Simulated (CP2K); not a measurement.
**Mo under changes of volume**

One of the cells (15.892 Å³/atom); the others are scaled copies at fixed shape and fractional positions:

```xyz
1
Lattice="2.7432 0.0000 0.0000 -0.9144 2.5863 0.0000 -0.9144 -1.2932 2.2398" Properties=species:S:1:pos:R:3 pbc="T T T"
Mo    0.0000    0.0000    0.0000
```

```yaml
Program: CP2K 2026.2
Functional: PBEsol
Potentials_or_basis: POTENTIAL_UZH Mo GTH-PBE-q14; TZVP-MOLOPT-PBE-GTH basis
Density_cutoff: 6123 eV
k_mesh: 12 × 12 × 12
Occupations: fermi-dirac, width 0.05 eV
Spin: no spin polarisation
```

| volume (Å³/atom) | energy over the lowest point (meV/atom) | pressure (GPa) |
| --- | --- | --- |
| 14.938 | 17.30 | 10.9 |
| 15.256 | 2.41 | 4.3 |
| 15.574 | 0.00 | -1.7 |
| 15.892 | 8.76 | -7.0 |
| 16.209 | ? | ? |
| 16.527 | 55.23 | -16.1 |
| 16.845 | 90.99 | -19.9 |

Task: What does the run at 16.209 Å³/atom give?

Result: Energy over the lowest point 27.51 meV/atom; pressure -11.8 GPa.

Worked out: A Birch-Murnaghan fit of order 3 (a polynomial in V^(-2/3)) to the other rows has its minimum at 15.48 Å³/atom with B0 = V·E''(V) = 283 GPa and B' = 4.4. It gives 27.49 meV/atom at 16.209 Å³/atom, against the run's 27.51, and -dE/dV = -11.8 GPa, against -11.8.

Energies are extrapolated to zero smearing.

Caveats: the potentials were made for another functional, which shifts forces and pressure; the basis of atomic orbitals isn't converged, which shifts pressures, moduli and gaps.
